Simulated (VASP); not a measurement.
# GaSb (F-43m) in VASP: a series of runs

One crystal, GaSb, is run at these levels: PBE+D3(BJ); tasks: relaxation of cell and atoms, relaxation of the atoms.

Everything below comes from runs of VASP 6.6.1. Logs are shortened: lines on timing, memory, paths and dates and some standing lists are left out, and cuts for length are marked.

## 1. The crystal as given

Symmetry: F-43m, No. 216, cubic system. The conventional cell has a = 6.118 Å, b = 6.118 Å, c = 6.118 Å, α = 90.00°, β = 90.00°, γ = 90.00°. Around Ga (site symmetry -43m) lie 4 Sb at 2.65 Å. Sb (site symmetry -43m) is surrounded by 4 Ga at 2.65 Å.

## 2. Relaxation of cell and atoms, PBE+D3(BJ)

File INCAR:

```
SYSTEM = GaSb
PREC = Accurate
ENCUT = 600
EDIFF = 1E-6
ISMEAR = 0
SIGMA = 0.03
LREAL = .FALSE.
LASPH = .TRUE.
NELM = 80
ALGO = Normal
ISIF = 3
LWAVE = .FALSE.
LCHARG = .FALSE.
GGA = PE
IVDW = 12
IBRION = 2
NSW = 90
EDIFFG = -0.01
```

File KPOINTS:

```
Automatic mesh
0
G
  10 10 10
  0 0 0
```

File POSCAR:

```
GaSb
1.0
    0.0000000000      3.0590000000      3.0590000000
    3.0590000000      0.0000000000      3.0590000000
    3.0590000000      3.0590000000      0.0000000000
Ga Sb
1 1
Direct
    0.0000000000      0.0000000000      0.0000000000
    0.2500000000      0.2500000000      0.2500000000
```

Potentials or basis: VASP PAW PBE potentials, release 64 (Ga_d, Sb).

Command:

```sh
$ cat potpaw_PBE.64/Ga_d/POTCAR potpaw_PBE.64/Sb/POTCAR > POTCAR
$ mpirun -np 1 vasp_std > vasp.out
```

OUTCAR:

```text
SYSTEM = GaSb
   PREC = Accurate
   ENCUT = 600
   EDIFF = 1E-6
   ISMEAR = 0
   LREAL = .FALSE.
   LASPH = .TRUE.
   NELM = 80
   ISIF = 3
   GGA = PE
   IVDW = 12
   IBRION = 2
   NSW = 90
   EDIFFG = -0.01
 IVDW          = 12

 ion  position               nearest neighbor table
   1  0.000  0.000  0.000-   2 2.65   2 2.65   2 2.65   2 2.65
   2  0.250  0.250  0.250-   1 2.65   1 2.65   1 2.65   1 2.65

  LATTYP: Found a face centered cubic cell.
 ALAT       =     6.1180000000

  Lattice vectors:

 A1 = (   0.0000000000,   3.0590000000,   3.0590000000)
 A2 = (   3.0590000000,   0.0000000000,   3.0590000000)
 A3 = (   3.0590000000,   3.0590000000,   0.0000000000)

Analysis of symmetry for initial positions (statically):
=====================================================================
 Subroutine PRICEL returns:
 Original cell was already a primitive cell.

 Routine SETGRP: Setting up the symmetry group for a
 face centered cubic supercell.

 Subroutine GETGRP returns: Found 24 space group operations
 (whereof 24 operations were pure point group operations)
 out of a pool of 48 trial point group operations.

The static configuration has the point symmetry T_d .

Analysis of symmetry for dynamics (positions and initial velocities):
=====================================================================
 Subroutine PRICEL returns:
 Original cell was already a primitive cell.

 Routine SETGRP: Setting up the symmetry group for a
 face centered cubic supercell.

 Subroutine GETGRP returns: Found 24 space group operations
 (whereof 24 operations were pure point group operations)
 out of a pool of 48 trial point group operations.

The dynamic configuration has the point symmetry T_d .

 Subroutine INISYM returns: Found 24 space group operations
 (whereof 24 operations are pure point group operations),
 and found     1 'primitive' translations

----------------------------------------------------------------------------------------

                                     Primitive cell

  volume of cell :      57.2491

  direct lattice vectors                    reciprocal lattice vectors
     0.000000000  3.059000000  3.059000000    -0.163452109  0.163452109  0.163452109
     3.059000000  0.000000000  3.059000000     0.163452109 -0.163452109  0.163452109
     3.059000000  3.059000000  0.000000000     0.163452109  0.163452109 -0.163452109

  length of vectors
     4.326079287  4.326079287  4.326079287     0.283107357  0.283107357  0.283107357

  position of ions in fractional coordinates (direct lattice)
     0.000000000  0.000000000  0.000000000
     0.250000000  0.250000000  0.250000000

  ion indices of the primitive-cell ions
   primitive index   ion index
                 1           1
                 2           2

----------------------------------------------------------------------------------------

 KPOINTS: Automatic mesh

Automatic generation of k-mesh.
 Grid dimensions read from file:
 generate k-points for:   10   10   10

 Generating k-lattice:

  Cartesian coordinates                     Fractional coordinates (reciprocal lattice)
    -0.016345211  0.016345211  0.016345211     0.100000000  0.000000000  0.000000000
     0.016345211 -0.016345211  0.016345211     0.000000000  0.100000000  0.000000000
     0.016345211  0.016345211 -0.016345211     0.000000000  0.000000000  0.100000000

  Length of vectors
     0.028310736  0.028310736  0.028310736

  Shift w.r.t. Gamma in fractional coordinates (k-lattice)
     0.000000000  0.000000000  0.000000000

 Subroutine IBZKPT returns following result:
 ===========================================

 Found     47 irreducible k-points:

 Following reciprocal coordinates:
            Coordinates               Weight
  0.000000  0.000000  0.000000      1.000000
  0.100000  0.000000  0.000000      8.000000
  0.200000  0.000000  0.000000      8.000000
  0.300000  0.000000  0.000000      8.000000
  0.400000  0.000000  0.000000      8.000000
  0.500000  0.000000  0.000000      4.000000
[... 16 lines left out ...]
  0.300000  0.300000  0.000000      6.000000
  0.400000  0.300000  0.000000     24.000000
 [... further k-points ...]
   k-points           NKPTS =     47   k-points in BZ     NKDIM =     47   number of bands    NBANDS=     13
   number of dos      NEDOS =    301   number of ions     NIONS =      2
   total plane-waves  NPLWV =  46656
   dimension x,y,z NGX =    36 NGY =   36 NGZ =   36
   dimension x,y,z NGXF=    72 NGYF=   72 NGZF=   72
   ions per type =               1   1
   NGX,Y,Z   is equivalent  to a cutoff of  13.83, 13.83, 13.83 a.u.
   NGXF,Y,Z  is equivalent  to a cutoff of  27.67, 27.67, 27.67 a.u.
 SYSTEM =  GaSb
   PREC   = accura    normal or accurate (medium, high low for compatibility)
   ISTART =      0    job   : 0-new  1-cont  2-samecut
   ICHARG =      2    charge: 1-file 2-atom 10-const
   ISPIN  =      1    spin polarized calculation?
   LNONCOLLINEAR =      F non collinear calculations
   LSORBIT =      F    spin-orbit coupling
   LASPH  =      T    aspherical Exc in radial PAW
   ENCUT  =  600.0 eV  44.10 Ry    6.64 a.u.   8.64  8.64  8.64*2*pi/ulx,y,z
   NELM   =     80;   NELMIN=  2; NELMDL= -5     # of ELM steps
   EDIFF  = 0.1E-05   stopping-criterion for ELM
   LREAL  =      F    real-space projection
   EDIFFG = -.1E-01   stopping-criterion for IOM
   NSW    =     90    number of steps for IOM
   IBRION =      2    ionic relax: 0-MD 1-quasi-New 2-CG
   NFREE  =      1    steps in history (QN), initial steepest desc. (CG)
   ISIF   =      3    stress and relaxation
   ISYM   =      2    0-nonsym 1-usesym 2-fastsym
   POTIM  = 0.5000    time-step for ionic-motion
   TEBEG  =    0.0;   TEEND  =   0.0 temperature during run
   PSTRESS=    0.0 pullay stress
   NELECT =      18.0000    total number of electrons
   NUPDOWN=      -1.0000    fix difference up-down
   EMIN   =  10.00;   EMAX   =-10.00  energy-range for DOS
   EFERMI =   0.00;   METHOD = LEGACY
   ISMEAR =     0;   SIGMA  =   0.03  broadening in eV -4-tet -1-fermi 0-gaus
   EFERMI_NEDOS =   21; number of points for ismear=-14 and -15
   IALGO  =     38    algorithm
   IMIX   =      4    mixing-type and parameters
     AMIX     =   0.40;   BMIX     =  1.00
     AMIX_MAG =   1.60;   BMIX_MAG =  1.00
  volume/ion in A,a.u.               =      28.62       193.17
  Fermi-wavevector in a.u.,A,eV,Ry     =   1.113208  2.103657 16.860766  1.239231
  Thomas-Fermi vector in A             =   2.249790
   LORBIT       =      0    0 simple, 1 ext, 2 COOP (PROOUT), +10 PAW based schemes
   GGA     = PE    functional components
   LHFCALC =     F    Hartree Fock is set to
   AEXX    =    0.0000 exact exchange contribution
   IVDW    =    12    specifies the selected vdW correction
   LEPSILON=     F    determine dielectric tensor
   LRPA    =     F    only Hartree local field effects (RPA)
 conjugate gradient relaxation of ions
 non-spin polarized calculation
 Gauss-broadening in eV      SIGMA  =   0.03
  energy-cutoff  :      600.00
  volume of cell :       57.25
 maximum number of plane-waves:      1925
   NGX = 17   NGY = 17   NGZ = 17

--------------------------------------- Ionic step        1  -------------------------------------------

 number of electron      18.0000006 magnetization

 Free energy of the ion-electron system (eV)
  ---------------------------------------------------
  ext. energy  EPLUGINS =         0.00000000
  ---------------------------------------------------
  free energy    TOTEN  =        -7.35107004 eV

  energy without entropy =       -7.35103146  energy(sigma->0) =       -7.35105075

------------------------ aborting loop because EDIFF is reached ----------------------------------------

 Edisp (eV)   -0.66498

 E8    (eV) :    -0.3119

  FORCE on cell =-STRESS in cart. coord.  units (eV):
  Direction    XX          YY          ZZ          XY          YZ          ZX
  --------------------------------------------------------------------------------------
  -------------------------------------------------------------------------------------
  Total       0.12025     0.12025     0.12025     0.00000     0.00000    -0.00000
  in kB       3.36530     3.36530     3.36530     0.00000     0.00000    -0.00000
  external pressure =        3.37 kB  Pullay stress =        0.00 kB
[... 21 lines left out ...]
  energy  without entropy=       -8.0160157964  energy(sigma->0) =       -8.01603509

--------------------------------------- Ionic step        2  -------------------------------------------

 number of electron      18.0000003 magnetization

 E-fermi :   4.7910     XC(G=0):  -9.0515

 val. band max:        4.7809611427   @ k =   0.0000   0.0000   0.0000
 cond. band min:       5.1667113548   @ k =   0.5000   0.0000   0.0000
 fundamental gap:      0.3857502121
 Fermi energy:         4.7910449534

 k-point     1 :       0.0000    0.0000    0.0000
  band No.  band energies     occupation
      1     -10.2357      2.00000
      2     -10.2357      2.00000
      3     -10.2357      2.00000
      4     -10.1874      2.00000
      5     -10.1874      2.00000
      6      -6.6352      2.00000
      7       4.7558      1.90355
      8       4.7810      1.36551
      9       4.7810      1.36547
     10       4.7810      1.36547
     11       7.5600      0.00000
     12       7.5600      0.00000
     13       7.5600      0.00000
[... 405 lines left out ...]
  energy  without entropy=       -8.0163802506  energy(sigma->0) =       -8.01640505

--------------------------------------- Ionic step        3  -------------------------------------------

 number of electron      18.0000003 magnetization

 Free energy of the ion-electron system (eV)
  ---------------------------------------------------
  ext. energy  EPLUGINS =         0.00000000
  ---------------------------------------------------
  free energy    TOTEN  =        -7.35652402 eV

  energy without entropy =       -7.35647157  energy(sigma->0) =       -7.35649780

 E-fermi :   4.8106     XC(G=0):  -9.0590

 val. band max:        4.7989583027   @ k =   0.0000   0.0000   0.0000
 cond. band min:       5.1883856012   @ k =   0.5000   0.0000   0.0000
 fundamental gap:      0.3894272985
 Fermi energy:         4.8106175593

 k-point     1 :       0.0000    0.0000    0.0000
  band No.  band energies     occupation
      1     -10.2215      2.00000
      2     -10.2215      2.00000
      3     -10.2215      2.00000
      4     -10.1729      2.00000
      5     -10.1729      2.00000
      6      -6.6294      2.00000
      7       4.7863      1.74769
      8       4.7990      1.41747
      9       4.7990      1.41742
     10       4.7990      1.41742
     11       7.5774      0.00000
     12       7.5774      0.00000
     13       7.5774      0.00000
[... 401 lines left out ...]
  FREE ENERGIE OF THE ION-ELECTRON SYSTEM (eV)
  ---------------------------------------------------
  free  energy   TOTEN  =        -8.0164595645 eV

  energy  without entropy=       -8.0164071164  energy(sigma->0) =       -8.01643334

 reached required accuracy - stopping structural energy minimisation
```

It took 33 s on 1 thread of Intel Xeon 6975P-C (Granite Rapids), shared host; peak memory 0.24 GiB.

What came out:

```
Free energy                            : -8.0165 eV
Relaxed volume                         : 28.82 Å³/atom
Relaxed cell                           : a = 4.336 Å, b = 4.336 Å, c = 4.336 Å, α = 60.00°, β = 60.00°, γ = 60.00°
Space group after relaxing (to 0.05 Å) : F-43m (No. 216)
Energy gained by relaxing              : 0.2 meV/atom
Ionic steps                            : 3
Pressure after relaxing                : 0.1 GPa
Band gap on the k mesh                 : none (metal or under the smearing width)
Dispersion energy per atom             : -0.330 eV
```

Step by step:
| step | energy change (eV) | largest force (eV/Å) | pressure (GPa) | volume (Å³) |
| --- | --- | --- | --- | --- |
| 1 | 0.0000 | 0.0000 | 0.34 | 57.25 |
| 2 | -0.0004 | 0.0000 | -0.07 | 57.75 |
| 3 | -0.0004 | 0.0000 | 0.05 | 57.65 |

Final structure:
```yaml
crystal:
  lattice:
    - [0.00000, 3.06606, 3.06606]
    - [3.06606, 0.00000, 3.06606]
    - [3.06606, 3.06606, 0.00000]
  atoms:
    - { symbol: Ga, position: [0.00000, 0.00000, 0.00000] }
    - { symbol: Sb, position: [0.25000, 0.25000, 0.25000] }
```

Levels at points of the mesh, in eV from the Fermi level:
| k point | band 5 | band 6 | band 7 | band 8 | band 9 | band 10 | band 11 | band 12 | band 13 |
| --- | --- | --- | --- | --- | --- | --- | --- | --- | --- |
| (0.00, 0.00, 0.00) | -14.98 | -11.44 | -0.02 | -0.01 | -0.01 | -0.01 | 2.77 | 2.77 | 2.77 |
| (0.50, 0.00, 0.00) | -14.98 | -9.83 | -6.34 | -1.15 | -1.15 | 0.38 | 3.74 | 3.74 | 6.46 |
| (0.50, 0.50, 0.00) | -14.98 | -9.01 | -6.79 | -2.56 | -2.56 | 0.90 | 1.25 | 8.63 | 8.63 |

Caveat: pairwise dispersion overbinds metals, which lowers pressure and volume; this crystal is a semiconductor, whose small gap the functional closes, so the metal is an error of the method.

## 3. Relaxation of cell and atoms, PBE+D3(BJ)

This run uses another cell than the first one, of 28.82 Å³/atom, 1.007 times its volume.

INCAR: that of step 2 with these lines changed.

```diff
@@ -3,3 +3,3 @@
 ENCUT = 600
-EDIFF = 1E-6
+EDIFF = 1E-7
 ISMEAR = 0
@@ -17,2 +17,2 @@
 NSW = 90
-EDIFFG = -0.01
+EDIFFG = -0.005
```

KPOINTS is that of step 2.

File POSCAR:

```
GaSb                                    
1.0
   -0.0000000000      3.0660612028      3.0660612028
    3.0660612028      0.0000000000      3.0660612028
    3.0660612028      3.0660612028     -0.0000000000
  Ga              Sb            
     1     1
Direct
     0.0000000000000000    0.0000000000000000    0.0000000000000000
     0.2500000000000000    0.2500000000000000    0.2500000000000000
```

Potentials or basis: VASP PAW PBE potentials, release 64 (Ga_d, Sb).

Command:

```sh
$ cat potpaw_PBE.64/Ga_d/POTCAR potpaw_PBE.64/Sb/POTCAR > POTCAR
$ mpirun -np 1 vasp_std > vasp.out
```

Run time: 16 s. Hardware: 1 thread of Intel Xeon 6975P-C (Granite Rapids), shared host; peak memory 0.23 GiB.

Results (log left out):

```
Free energy                : -8.0165 eV
Pressure after relaxing    : 0.0 GPa
Band gap on the k mesh     : none (metal or under the smearing width)
Dispersion energy per atom : -0.330 eV
```

Final structure:
```cif
data_structure
_symmetry_space_group_name_H-M 'P 1'
_symmetry_Int_Tables_number 1
_cell_length_a 4.3361
_cell_length_b 4.3361
_cell_length_c 4.3361
_cell_angle_alpha 60.000
_cell_angle_beta 60.000
_cell_angle_gamma 60.000
_cell_volume 57.65
loop_
_atom_site_label
_atom_site_type_symbol
_atom_site_fract_x
_atom_site_fract_y
_atom_site_fract_z
_atom_site_occupancy
Ga1 Ga 0.00000 0.00000 0.00000 1
Sb1 Sb 0.25000 0.25000 0.25000 1
```

Levels at points of the mesh, in eV from the Fermi level:
| k point | band 5 | band 6 | band 7 | band 8 | band 9 | band 10 | band 11 | band 12 | band 13 |
| --- | --- | --- | --- | --- | --- | --- | --- | --- | --- |
| (0.00, 0.00, 0.00) | -14.98 | -11.44 | -0.02 | -0.01 | -0.01 | -0.01 | 2.77 | 2.77 | 2.77 |
| (0.50, 0.00, 0.00) | -14.98 | -9.83 | -6.34 | -1.15 | -1.15 | 0.38 | 3.74 | 3.74 | 6.46 |
| (0.50, 0.50, 0.00) | -14.98 | -9.01 | -6.79 | -2.56 | -2.56 | 0.90 | 1.25 | 8.63 | 8.63 |

Caveat: the relaxation stopped at its first step, so nothing moved; pairwise dispersion overbinds metals, which lowers pressure and volume; this crystal is a semiconductor, whose small gap the functional closes, so the metal is an error of the method.

[end of part 1 of 2]
